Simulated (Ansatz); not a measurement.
# Co (Co, bcc): the cost of one run

Method: DFT revPBE, plane waves (420 eV) with PAW, scalar-relativistic; PAW files made under PBE, frozen cores solved again for the functional, in Ansatz 0.2.0.

## (1) The structure to begin with

It takes space group Im-3m (No. 229, cubic). The conventional cell has a = 2.808 Å, b = 2.808 Å, c = 2.808 Å, α = 90.00°, β = 90.00°, γ = 90.00°. Around Co (site symmetry m-3m) lie 8 Co at 2.43 Å.

As a file:

```
Co
1.0
     2.80827    0.00000    0.00000
     0.00000    2.80827    0.00000
     0.00000    0.00000    2.80827
Co
2
Direct
  0.00000 0.00000 0.00000
  0.50000 0.50000 0.50000
```

Starting moments (μB): +1.7, -1.7.

## (2) Relaxation of the cell

File input.yaml:

```yaml
crystal:
  lattice:
    - [2.8082743434, 0.0, 0.0]
    - [0.0, 2.8082743434, 0.0]
    - [0.0, 0.0, 2.8082743434]
  atoms:
    - { symbol: Co, position: [0.0, 0.0, 0.0], spin: 1.7 }
    - { symbol: Co, position: [0.5, 0.5, 0.5], spin: -1.7 }
hamiltonian:
  xc: revpbe
  pseudopotentials:
    kind: paw
    azcp:
      Co: "pseudopotentials/Co.paw.azcp"
basis:
  ecutwfc: 420
  fft_grid_basis: typed
kpoints:
  mp_grid: { grid: [11, 11, 11], shift: [0, 0, 0] }
magnetization:
  spin_polarized: true
scf:
  occupations: { method: fermi_dirac, width: 0.05 }
relax:
  max_steps: 60
  f_tol: 0.01
  cell: {}
```

Started as:

```console
$ ansatz run input.yaml --threads 2 --pin off --max-ram 5120MiB --backend cpu --events-out ev --progress --plain --runs-dir out
```

Q: Estimate wall time and peak memory on 2 threads of Intel Xeon Platinum 8559C (Emerald Rapids), shared host.

About 5.3 s, with a peak of 0.36 GiB.
